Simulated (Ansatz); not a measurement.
## TiC: a vibration from a frozen displacement

Level of theory: DFT PBE, scalar-relativistic, plane waves, PAW (Ansatz 0.2.0). The runs took a 420 eV cutoff, a Γ-centred 18×18×18 mesh and Gaussian smearing (0.15 eV). No spin polarisation. Energies are free energies at this smearing, counted from the undisturbed cell; pressure is positive in compression.

Reference structure (as given, not relaxed at this level; it stands at 0.9 GPa):

```
Ti C
1.0
     0.00000    2.16400    2.16400
     2.16400    0.00000    2.16400
     2.16400    2.16400    0.00000
Ti C
1 1
Direct
  0.00000 0.00000 0.00000
  0.50000 0.50000 0.50000
```

Every C atom is moved by x along the Cartesian unit vector (0.000, 1.000, 0.000); the cell and all other atoms stay fixed. The cell's volume is 20.27 Å³; the moved atoms weigh 12.011 u together and the others 47.867 u. Some rows repeat others by symmetry and weren't run.

```csv
x (Å),ΔE (meV/cell),total force on the moved atoms along the move (eV/Å),pressure (GPa)
-0.1000,46.25,0.9094,2.0607
-0.0875,35.57,0.8007,1.7808
-0.0750,26.24,0.6920,1.5400
-0.0625,18.28,0.5813,1.3372
-0.0500,11.72,0.4676,1.1716
-0.0375,6.60,0.3517,1.0430
-0.0250,2.93,0.2346,0.9512
-0.0125,0.73,0.1173,0.8962
0.0000,0.00,0.0000,0.8779
0.0125,0.73,-0.1173,0.8962
0.0250,2.93,-0.2346,0.9512
0.0375,6.60,-0.3517,1.0430
0.0500,11.72,-0.4676,1.1716
0.0625,18.28,-0.5813,1.3372
0.0750,26.24,-0.6920,1.5400
0.0875,35.57,-0.8007,1.7808
0.1000,46.25,-0.9094,2.0607
```

What frequency belongs to this motion?

The force constant is k = −dF/dx = 9.384 eV/Å², from the parabola through x = -0.0125, 0 and 0.0125. In every cell the moved atoms swing against the rest, so the mass is μ = m₁m₂/(m₁ + m₂) = 9.602 u, and ν̃ = 521.5 cm⁻¹ × √(|k|/μ) = 516 cm⁻¹. To first order in x, and within 1 %, the force on every atom lies along the move and, within each of the two groups, in proportion to the atom's mass, so this is itself a mode at the zone centre of this cell.

How far does the harmonic law reach?

At x = -0.100 Å, kx²/2 = 46.92 meV against the computed 46.25 meV (-1.4 %): the well is still close to harmonic there.

The pressure changes with x². What does that say about the frequency under compression?

With E = k(V)x²/2, k ∝ V^(−2γ) and x scaling with the cell as V^(1/3), P − P0 = −∂E/∂V = (2γ − 2/3) ΔE/V. At x = 0.0250 Å, V(P − P0) = 20.27 × 0.07331 / 160.2 eV = 9.27 meV and ΔE = 2.93 meV, so γ = 1/3 + V(P − P0)/(2ΔE) = 1.92. This is the Grüneisen parameter of the motion under uniform scaling of the cell: shrinking the cell evenly by 1 % in volume raises the frequency by about 1.92 %.

In a metal these slopes depend on the k mesh and the smearing.

The 516 cm⁻¹ mode is the zone-centre optical vibration of rocksalt TiC, carried mostly by the light carbon atom. Its stiffness reflects strong Ti 3d–C 2p covalent bonding, with the Fermi level near the pseudogap between bonding and antibonding states. Because free carriers screen the long-range field, the mode should stay threefold degenerate at the zone centre, without the LO–TO splitting of an insulating rocksalt crystal. The Grüneisen parameter of 1.92 fits bonds whose overlap and short-range repulsion both steepen as they shorten.

The carbon atom moves straight towards one Ti neighbour, yet the well softens slightly at larger displacement. Short-range repulsion alone would stiffen it, so this suggests an electronic response, probably Ti–C rehybridisation or a shift of states near the Fermi level. A real zone-centre mode says nothing about dynamical stability elsewhere in the Brillouin zone, nor about the carbon vacancies common in real samples.
